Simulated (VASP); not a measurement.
# Pt (Fm-3m) in VASP: a series of runs

Aim: see how the results for Pt move with the level of theory and the settings. Levels: LDA, PBE+D3(BJ). Tasks: relaxation of cell and atoms.

Program: VASP 6.6.1. These are calculated values, not measurements. Logs are shortened: lines on timing, memory, paths and dates and some standing lists are left out, and cuts for length are marked.

### 1 The crystal as given

It takes space group Fm-3m (No. 225, cubic). The conventional cell has a = 3.922 Å, b = 3.922 Å, c = 3.922 Å, α = 90.00°, β = 90.00°, γ = 90.00°. Pt (site symmetry m-3m) has 12 Pt at 2.77 Å as nearest neighbours.

### 2 Relaxation of cell and atoms, LDA

INCAR reads:

```
ALGO = Normal ; EDIFF = 1E-6
EDIFFG = -0.01 ; ENCUT = 600
GGA = CA ; IBRION = 2
ISIF = 3 ; ISMEAR = 1
LASPH = True ; LCHARG = False
LREAL = False ; LWAVE = False
NELM = 80 ; NSW = 90
PREC = Accurate ; SIGMA = 0.1
```

KPOINTS reads:

```
k-points
0
Gamma
  16 16 16
```

POSCAR reads:

```
Pt
1.0
    0.0000000000      1.9609000000      1.9609000000
    1.9609000000      0.0000000000      1.9609000000
    1.9609000000      1.9609000000      0.0000000000
Pt
1
Direct
    0.0000000000      0.0000000000      0.0000000000
```

Potentials or basis: VASP PAW LDA potentials, release 64 (Pt).

Started as:

```bash
$ cat potpaw_LDA.64/Pt/POTCAR > POTCAR
$ mpirun -np 1 vasp_std > vasp.out
```

OUTCAR:

```text
EDIFF = 1E-6
   EDIFFG = -0.01
   ENCUT = 600
   GGA = CA
   IBRION = 2
   ISIF = 3
   ISMEAR = 1
   LASPH = True
   LREAL = False
   NELM = 80
   NSW = 90
   PREC = Accurate

 ion  position               nearest neighbor table
   1  0.000  0.000  0.000-

  LATTYP: Found a face centered cubic cell.
 ALAT       =     3.9218000000

  Lattice vectors:

 A1 = (   0.0000000000,   1.9609000000,   1.9609000000)
 A2 = (   1.9609000000,   0.0000000000,   1.9609000000)
 A3 = (   1.9609000000,   1.9609000000,   0.0000000000)

Analysis of symmetry for initial positions (statically):
=====================================================================
 Subroutine PRICEL returns:
 Original cell was already a primitive cell.

 Routine SETGRP: Setting up the symmetry group for a
 face centered cubic supercell.

 Subroutine GETGRP returns: Found 48 space group operations
 (whereof 48 operations were pure point group operations)
 out of a pool of 48 trial point group operations.

The static configuration has the point symmetry O_h .

Analysis of symmetry for dynamics (positions and initial velocities):
=====================================================================
 Subroutine PRICEL returns:
 Original cell was already a primitive cell.

 Routine SETGRP: Setting up the symmetry group for a
 face centered cubic supercell.

 Subroutine GETGRP returns: Found 48 space group operations
 (whereof 48 operations were pure point group operations)
 out of a pool of 48 trial point group operations.

The dynamic configuration has the point symmetry O_h .

 Subroutine INISYM returns: Found 48 space group operations
 (whereof 48 operations are pure point group operations),
 and found     1 'primitive' translations

----------------------------------------------------------------------------------------

                                     Primitive cell

  volume of cell :      15.0798

  direct lattice vectors                    reciprocal lattice vectors
     0.000000000  1.960900000  1.960900000    -0.254984956  0.254984956  0.254984956
     1.960900000  0.000000000  1.960900000     0.254984956 -0.254984956  0.254984956
     1.960900000  1.960900000  0.000000000     0.254984956  0.254984956 -0.254984956

  length of vectors
     2.773131374  2.773131374  2.773131374     0.441646899  0.441646899  0.441646899

  position of ions in fractional coordinates (direct lattice)
     0.000000000  0.000000000  0.000000000

  ion indices of the primitive-cell ions
   primitive index   ion index
                 1           1

----------------------------------------------------------------------------------------

 KPOINTS: k-points

Automatic generation of k-mesh.
 Grid dimensions read from file:
 generate k-points for:   16   16   16

 Generating k-lattice:

  Cartesian coordinates                     Fractional coordinates (reciprocal lattice)
    -0.015936560  0.015936560  0.015936560     0.062500000  0.000000000  0.000000000
     0.015936560 -0.015936560  0.015936560     0.000000000  0.062500000  0.000000000
     0.015936560  0.015936560 -0.015936560     0.000000000  0.000000000  0.062500000

  Length of vectors
     0.027602931  0.027602931  0.027602931

  Shift w.r.t. Gamma in fractional coordinates (k-lattice)
     0.000000000  0.000000000  0.000000000

 Subroutine IBZKPT returns following result:
 ===========================================

 Found    145 irreducible k-points:

 Following reciprocal coordinates:
            Coordinates               Weight
  0.000000  0.000000  0.000000      1.000000
  0.062500  0.000000  0.000000      8.000000
  0.125000  0.000000  0.000000      8.000000
  0.187500  0.000000  0.000000      8.000000
  0.250000  0.000000  0.000000      8.000000
  0.312500  0.000000  0.000000      8.000000
[... 16 lines left out ...]
 -0.125000  0.062500  0.000000     24.000000
 -0.062500  0.062500  0.000000     12.000000
 [... further k-points ...]
   k-points           NKPTS =    145   k-points in BZ     NKDIM =    145   number of bands    NBANDS=      9
   number of dos      NEDOS =    301   number of ions     NIONS =      1
   total plane-waves  NPLWV =  13824
   dimension x,y,z NGX =    24 NGY =   24 NGZ =   24
   dimension x,y,z NGXF=    48 NGYF=   48 NGZF=   48
   ions per type =               1
   NGX,Y,Z   is equivalent  to a cutoff of  14.39, 14.39, 14.39 a.u.
   NGXF,Y,Z  is equivalent  to a cutoff of  28.78, 28.78, 28.78 a.u.
 SYSTEM =  unknown system
   PREC   = accura    normal or accurate (medium, high low for compatibility)
   ISTART =      0    job   : 0-new  1-cont  2-samecut
   ICHARG =      2    charge: 1-file 2-atom 10-const
   ISPIN  =      1    spin polarized calculation?
   LNONCOLLINEAR =      F non collinear calculations
   LSORBIT =      F    spin-orbit coupling
   LASPH  =      T    aspherical Exc in radial PAW
   ENCUT  =  600.0 eV  44.10 Ry    6.64 a.u.   5.54  5.54  5.54*2*pi/ulx,y,z
   NELM   =     80;   NELMIN=  2; NELMDL= -5     # of ELM steps
   EDIFF  = 0.1E-05   stopping-criterion for ELM
   LREAL  =      F    real-space projection
   EDIFFG = -.1E-01   stopping-criterion for IOM
   NSW    =     90    number of steps for IOM
   IBRION =      2    ionic relax: 0-MD 1-quasi-New 2-CG
   NFREE  =      1    steps in history (QN), initial steepest desc. (CG)
   ISIF   =      3    stress and relaxation
   ISYM   =      2    0-nonsym 1-usesym 2-fastsym
   POTIM  = 0.5000    time-step for ionic-motion
   TEBEG  =    0.0;   TEEND  =   0.0 temperature during run
   PSTRESS=    0.0 pullay stress
   NELECT =      10.0000    total number of electrons
   NUPDOWN=      -1.0000    fix difference up-down
   EMIN   =  10.00;   EMAX   =-10.00  energy-range for DOS
   EFERMI =   0.00;   METHOD = LEGACY
   ISMEAR =     1;   SIGMA  =   0.10  broadening in eV -4-tet -1-fermi 0-gaus
   EFERMI_NEDOS =   21; number of points for ismear=-14 and -15
   IALGO  =     38    algorithm
   IMIX   =      4    mixing-type and parameters
     AMIX     =   0.40;   BMIX     =  1.00
     AMIX_MAG =   1.60;   BMIX_MAG =  1.00
  volume/ion in A,a.u.               =      15.08       101.76
  Fermi-wavevector in a.u.,A,eV,Ry     =   1.427609  2.697791 27.729605  2.038068
  Thomas-Fermi vector in A             =   2.547760
   LORBIT       =      0    0 simple, 1 ext, 2 COOP (PROOUT), +10 PAW based schemes
   GGA     = CA    functional components
   LHFCALC =     F    Hartree Fock is set to
   AEXX    =    0.0000 exact exchange contribution
   IVDW    =     0    specifies the selected vdW correction
   LEPSILON=     F    determine dielectric tensor
   LRPA    =     F    only Hartree local field effects (RPA)
 conjugate gradient relaxation of ions
 non-spin polarized calculation
 Methfessel and Paxton  Order N= 1 SIGMA  =   0.10
  energy-cutoff  :      600.00
  volume of cell :       15.08
 maximum number of plane-waves:       531
 NGX is ok and might be reduce to    24
   NGX = 11   NGY = 11   NGZ = 11

--------------------------------------- Ionic step        1  -------------------------------------------

 number of electron      10.0000000 magnetization

 Free energy of the ion-electron system (eV)
  ---------------------------------------------------
  ext. energy  EPLUGINS =         0.00000000
  ---------------------------------------------------
  free energy    TOTEN  =        -7.49857564 eV

  energy without entropy =       -7.49779628  energy(sigma->0) =       -7.49831586

------------------------ aborting loop because EDIFF is reached ----------------------------------------

  FORCE on cell =-STRESS in cart. coord.  units (eV):
  Direction    XX          YY          ZZ          XY          YZ          ZX
  --------------------------------------------------------------------------------------
  -------------------------------------------------------------------------------------
  Total       -0.5295538     -0.5295538     -0.5295538     -0.0000000      0.0000000      0.0000000
  in kB      -56.2631859    -56.2631859    -56.2631859     -0.0000000      0.0000000      0.0000000
  external PRESSURE =     -56.2631859 kB  Pullay stress =       0.0000000 kB
[... 90 lines left out ...]
  energy  without entropy=       -7.5030173122  energy(sigma->0) =       -7.50348710

--------------------------------------- Ionic step        4  -------------------------------------------

 number of electron       9.9999999 magnetization

 Free energy of the ion-electron system (eV)
  ---------------------------------------------------
  ext. energy  EPLUGINS =         0.00000000
  ---------------------------------------------------
  free energy    TOTEN  =        -7.50372481 eV

  energy without entropy =       -7.50302173  energy(sigma->0) =       -7.50349045

 E-fermi :  11.4930     XC(G=0): -13.8002

 val. band max:       11.4873797177   @ k =  -0.4375   0.1250   0.0625
 cond. band min:      11.5166211601   @ k =  -0.4375   0.3125   0.0000
 fundamental gap:      0.0292414423
 Fermi energy:        11.4929821069

 k-point     1 :       0.0000    0.0000    0.0000
  band No.  band energies     occupation
      1       1.0549      2.00000
      2       7.5743      2.00000
      3       7.5743      2.00000
      4       7.5743      2.00000
      5       9.8377      2.00000
      6       9.8377      2.00000
      7      26.0835      0.00000
      8      31.1155      0.00000
      9      31.1155      0.00000
[... 265 lines left out ...]
 k-point    24 :      -0.0625    0.0625    0.0000
  band No.  band energies     occupation
      1       1.4775      2.00000
      2       7.3666      2.00000
      3       7.7287      2.00000
      4       7.7751      2.00000
      5       9.6355      2.00000
      6       9.8644      2.00000
      7      26.7410      0.00000
      8      29.5419      0.00000
      9      31.2126      0.00000

 [... further k-points ...]
[... 5 lines left out ...]
  --------------------------------------------------------------------------------------
  -------------------------------------------------------------------------------------
  Total       -0.0009184     -0.0009184     -0.0009184      0.0000000      0.0000000      0.0000000
  in kB       -0.0994677     -0.0994677     -0.0994677      0.0000000      0.0000000      0.0000000
  external PRESSURE =      -0.0994677 kB  Pullay stress =       0.0000000 kB
[... 16 lines left out ...]
  FREE ENERGIE OF THE ION-ELECTRON SYSTEM (eV)
  ---------------------------------------------------
  free  energy   TOTEN  =        -7.5037248080 eV

  energy  without entropy=       -7.5030217278  energy(sigma->0) =       -7.50349045

 reached required accuracy - stopping structural energy minimisation
```

Wall time 21 s (1 thread of Intel Xeon Platinum 8488C (Sapphire Rapids), shared host); peak memory 0.16 GiB.

Results:

```
Free energy                            : -7.5037 eV
Relaxed volume                         : 14.79 Å³/atom
Relaxed cell                           : a = 2.755 Å, b = 2.755 Å, c = 2.755 Å, α = 60.00°, β = 60.00°, γ = 60.00°
Space group after relaxing (to 0.05 Å) : Fm-3m (No. 225)
Energy gained by relaxing              : 5.1 meV/atom
Ionic steps                            : 4
Pressure after relaxing                : 0.0 GPa
Band gap on the k mesh                 : none (metal or under the smearing width)
```

The path:
```csv
step,energy change (eV),largest force (eV/Å),pressure (GPa),volume (Å³)
1,0.0000,0.0000,-5.63,15.08
2,0.0466,0.0000,21.04,13.95
3,-0.0051,0.0000,-0.14,14.80
4,-0.0051,0.0000,-0.01,14.79
```

Final structure:
```xyz
1
Lattice="0.0000 1.9484 1.9484 1.9484 0.0000 1.9484 1.9484 1.9484 0.0000" Properties=species:S:1:pos:R:3 pbc="T T T"
Pt    1.9484    1.9484    3.8968
```

### 3 Relaxation of cell and atoms, LDA

This run uses another cell than the first one, of 14.79 Å³/atom, 0.981 times its volume.

INCAR: that of step 2 with these lines changed.

```diff
@@ -1,3 +1,3 @@
-ALGO = Normal ; EDIFF = 1E-6
-EDIFFG = -0.01 ; ENCUT = 600
+ALGO = Normal ; EDIFF = 1E-7
+EDIFFG = -0.005 ; ENCUT = 600
 GGA = CA ; IBRION = 2
```

KPOINTS is that of step 2.

POSCAR reads:

```
Pt                                      
1.0
   -0.0000000000      1.9483942426      1.9483942426
    1.9483942426      0.0000000000      1.9483942426
    1.9483942426      1.9483942426      0.0000000000
  Pt            
     1
Direct
     1.0000000000000000    1.0000000000000000    0.0000000000000000
```

Potentials or basis: VASP PAW LDA potentials, release 64 (Pt).

Started as:

```bash
$ cat potpaw_LDA.64/Pt/POTCAR > POTCAR
$ mpirun -np 1 vasp_std > vasp.out
```

Wall time 8.6 s (1 thread of Intel Xeon Platinum 8488C (Sapphire Rapids), shared host); peak memory 0.15 GiB.

Results (log left out):

- Free energy: -7.5037 eV
- Pressure after relaxing: 0.0 GPa
- Band gap on the k mesh: none (metal or under the smearing width)

Final structure:
```yaml
crystal:
  lattice:
    - [0.00000, 1.94839, 1.94839]
    - [1.94839, 0.00000, 1.94839]
    - [1.94839, 1.94839, 0.00000]
  atoms:
    - { symbol: Pt, position: [0.00000, 0.00000, 0.00000] }
```

Levels at points of the mesh, in eV from the Fermi level:
| k point | band 2 | band 3 | band 4 | band 5 | band 6 | band 7 | band 8 | band 9 |
| --- | --- | --- | --- | --- | --- | --- | --- | --- |
| (0.00, 0.00, 0.00) | -3.92 | -3.92 | -3.92 | -1.66 | -1.66 | 14.59 | 19.62 | 19.62 |
| (0.50, 0.00, 0.00) | -3.97 | -3.97 | -0.53 | 0.07 | 0.07 | 6.00 | 14.16 | 19.05 |
| (0.50, 0.50, 0.00) | -6.84 | 0.05 | 0.53 | 0.53 | 1.75 | 9.10 | 11.42 | 11.42 |

Caveat: the relaxation stopped at its first step, so nothing moved.

### 4 Relaxation of cell and atoms, PBE+D3(BJ)

INCAR reads:

```
  PREC = Accurate
  ENCUT = 600
  EDIFF = 1E-6
  ISMEAR = 1
  SIGMA = 0.1
  LREAL = F
  LASPH = T
  NELM = 80
  ALGO = Normal
  ISIF = 3
  LWAVE = F
  LCHARG = F
  GGA = PE
  IVDW = 12
  IBRION = 2
  NSW = 90
  EDIFFG = -0.01
```

KPOINTS reads:

```
Automatic mesh
0
Gamma
  16 16 16
```

POSCAR reads:

```
Pt
1.0
    0.0000000000      1.9609000000      1.9609000000
    1.9609000000      0.0000000000      1.9609000000
    1.9609000000      1.9609000000      0.0000000000
Pt
1
Direct
    0.0000000000      0.0000000000      0.0000000000
```

Potentials or basis: VASP PAW PBE potentials, release 64 (Pt).

Started as:

```bash
$ cat potpaw_PBE.64/Pt/POTCAR > POTCAR
$ mpirun -np 1 vasp_std > vasp.out
```

OUTCAR:

```text
PREC = Accurate
   ENCUT = 600
   EDIFF = 1E-6
   ISMEAR = 1
   LREAL = F
   LASPH = T
   NELM = 80
   ISIF = 3
   GGA = PE
   IVDW = 12
   IBRION = 2
   NSW = 90
   EDIFFG = -0.01
 IVDW          = 12

 ion  position               nearest neighbor table
   1  0.000  0.000  0.000-

  LATTYP: Found a face centered cubic cell.
 ALAT       =     3.9218000000

  Lattice vectors:

 A1 = (   0.0000000000,   1.9609000000,   1.9609000000)
 A2 = (   1.9609000000,   0.0000000000,   1.9609000000)
 A3 = (   1.9609000000,   1.9609000000,   0.0000000000)

Analysis of symmetry for initial positions (statically):
=====================================================================
 Subroutine PRICEL returns:
 Original cell was already a primitive cell.

[... 247 lines left out ...]

 number of electron      10.0000000 magnetization

 Free energy of the ion-electron system (eV)
  ---------------------------------------------------
  ext. energy  EPLUGINS =         0.00000000
  ---------------------------------------------------
  free energy    TOTEN  =        -6.08315269 eV

  energy without entropy =       -6.08229723  energy(sigma->0) =       -6.08286754

 E-fermi :  11.1841     XC(G=0): -13.4752

 val. band max:       11.1752470805   @ k =  -0.2500   0.1250   0.0000
 cond. band min:      11.2081952351   @ k =  -0.4375   0.3125   0.0000
 fundamental gap:      0.0329481546
 Fermi energy:        11.1840997990

 k-point     1 :       0.0000    0.0000    0.0000
  band No.  band energies     occupation
      1       1.0267      2.00000
      2       7.4358      2.00000
      3       7.4358      2.00000
      4       7.4358      2.00000
      5       9.5812      2.00000
      6       9.5812      2.00000
      7      25.8600      0.00000
      8      30.8117      0.00000
      9      30.8117      0.00000
[... 265 lines left out ...]
 k-point    24 :      -0.0625    0.0625    0.0000
  band No.  band energies     occupation
      1       1.4399      2.00000
      2       7.2364      2.00000
      3       7.5847      2.00000
      4       7.6288      2.00000
      5       9.3895      2.00000
      6       9.6079      2.00000
      7      26.4878      0.00000
      8      29.2148      0.00000
      9      30.8788      0.00000

 [... further k-points ...]

------------------------ aborting loop because EDIFF is reached ----------------------------------------

 Edisp (eV)   -0.77703

 E8    (eV) :    -0.3563
[... 24 lines left out ...]
  FREE ENERGIE OF THE ION-ELECTRON SYSTEM (eV)
  ---------------------------------------------------
  free  energy   TOTEN  =        -6.8601838308 eV

  energy  without entropy=       -6.8593283649  energy(sigma->0) =       -6.85989868

 reached required accuracy - stopping structural energy minimisation
```

OSZICAR:

```text
N       E                     dE             d eps       ncg     rms          rms(c)
DAV:   1     0.421264066583E+02    0.42126E+02   -0.60174E+03  2642   0.117E+03
[... 18 lines left out ...]
   2 F= -.68592923E+01 E0= -.68589950E+01  d E =0.785838E-03
       N       E                     dE             d eps       ncg     rms          rms(c)
DAV:   1    -0.608891929065E+01    0.62126E-06   -0.13692E-01  2660   0.396E+00    0.528E-01
DAV:   2    -0.608346469349E+01    0.54546E-02   -0.15971E-02  2618   0.113E+00    0.206E-01
DAV:   3    -0.608312840130E+01    0.33629E-03   -0.17345E-03  2741   0.346E-01    0.110E-01
DAV:   4    -0.608315304832E+01   -0.24647E-04   -0.65614E-05  2876   0.653E-02    0.608E-03
DAV:   5    -0.608315269242E+01    0.35591E-06   -0.96305E-07  2594   0.101E-02
   3 F= -.68601838E+01 E0= -.68598987E+01  d E =-.105702E-03
```

CONTCAR:

```text
Pt
   1.00000000000000
     0.0000000000000000    1.9627480675938465    1.9627480675938465
     1.9627480675938465    0.0000000000000000    1.9627480675938465
     1.9627480675938465    1.9627480675938465   -0.0000000000000000
  Pt
     1
Direct
     0.0000000000000000    0.0000000000000000    0.0000000000000000

  0.00000000E+00  0.00000000E+00  0.00000000E+00
```

Wall time 14 s (1 thread of Intel Xeon 6975P-C (Granite Rapids), shared host); peak memory 0.17 GiB.

What came out:

```
Free energy                            : -6.8602 eV
Relaxed volume                         : 15.12 Å³/atom
Relaxed cell                           : a = 2.776 Å, b = 2.776 Å, c = 2.776 Å, α = 60.00°, β = 60.00°, γ = 60.00°
Space group after relaxing (to 0.05 Å) : Fm-3m (No. 225)
Energy gained by relaxing              : 0.1 meV/atom
Ionic steps                            : 3
Pressure after relaxing                : 0.0 GPa
Band gap on the k mesh                 : none (metal or under the smearing width)
Dispersion energy per atom             : -0.777 eV
```

Step by step:
```csv
step,energy change (eV),largest force (eV/Å),pressure (GPa),volume (Å³)
1,0.0000,0.0000,0.81,15.08
2,0.0008,0.0000,-2.24,15.25
3,-0.0001,0.0000,0.00,15.12
```

Final structure:
```
Pt
1.0
     0.00000    1.96275    1.96275
     1.96275    0.00000    1.96275
     1.96275    1.96275    0.00000
Pt
1
Direct
  0.00000 0.00000 0.00000
```

Caveat: pairwise dispersion overbinds metals, which lowers pressure and volume.

[end of part 1 of 2]
